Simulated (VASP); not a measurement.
From VASP inputs to Ansatz: Ge (strained diamond)

INCAR

```
ISMEAR = -1
METAGGA = R2SCAN
LREAL = .FALSE.
NBANDS = 21
LASPH = .TRUE.
NSW = 0
LWAVE = .FALSE.
NELM = 120
ALGO = Normal
SIGMA = 0.02
ISIF = 2
ENCUT = 520
LCHARG = .FALSE.
PREC = Accurate
EDIFF = 1E-7
IBRION = -1
```

KPOINTS

```
KPOINTS created by Atomic Simulation Environment
0
Gamma
8 8 8
0 0 0
```

KPOINTS_OPT

```
special points
6
Reciprocal
0.0000000000 0.0000000000 0.0000000000 1
0.5000000000 0.0000000000 0.5000000000 1
0.6250000000 0.2500000000 0.6250000000 1
0.3750000000 0.3750000000 0.7500000000 1
0.5000000000 0.5000000000 0.5000000000 1
0.5000000000 0.2500000000 0.7500000000 1
```

POSCAR

```
Ge
 1.0000000000000000
     0.0000000000000000    2.8368735120999999    2.7517673067000001
     2.8368735120999999    0.0000000000000000    2.7517673067000001
     2.8368735120999999    2.8368735120999999    0.0000000000000000
 Ge
   2
Cartesian
  0.0000000000000000  0.0000000000000000  0.0000000000000000
  1.4184367560500000  1.4184367560500000  1.3758836533500001
```

VASP ran with the recommended PBE PAW datasets (28 valence electrons in the cell).

Problem. Translate these files to an Ansatz input.

Solution. 

```yaml
crystal:
  lattice:
    - [0.0, 2.8368735121, 2.7517673067]
    - [2.8368735121, 0.0, 2.7517673067]
    - [2.8368735121, 2.8368735121, 0.0]
  atoms:
    - { symbol: Ge, position: [0.0, 0.0, 0.0] }
    - { symbol: Ge, position: [0.25, 0.25, 0.25] }
kpoints:
  mp_grid: { grid: [8, 8, 8] }
  band_path:
    path:
      - [0.0, 0.0, 0.0]
      - [0.5, 0.0, 0.5]
      - [0.625, 0.25, 0.625]
      - [0.375, 0.375, 0.75]
      - [0.5, 0.5, 0.5]
      - [0.5, 0.25, 0.75]
    npoints: 1
hamiltonian:
  xc: r2scan
scf:
  occupations: { method: fermi_dirac, width: 0.02 }
  n_extra_bands: 4
output:
  forces: true
  stress: true
  eigenvalues: true
  write_density: true
  write_potential: true
  elf: true
  volumetric_format: npy
```

Other inputs would serve too.

```
                              VASP   Ansatz
gap between bands v and c  0.33 eV  0.36 eV
         least direct gap  0.45 eV  0.49 eV
                 pressure  2.4 GPa  2.3 GPa
```

Datasets and cutoffs are each program's own. VASP's cell holds 28 valence electrons and Ansatz's 28. Ansatz's stress includes a Pulay correction; VASP's doesn't.
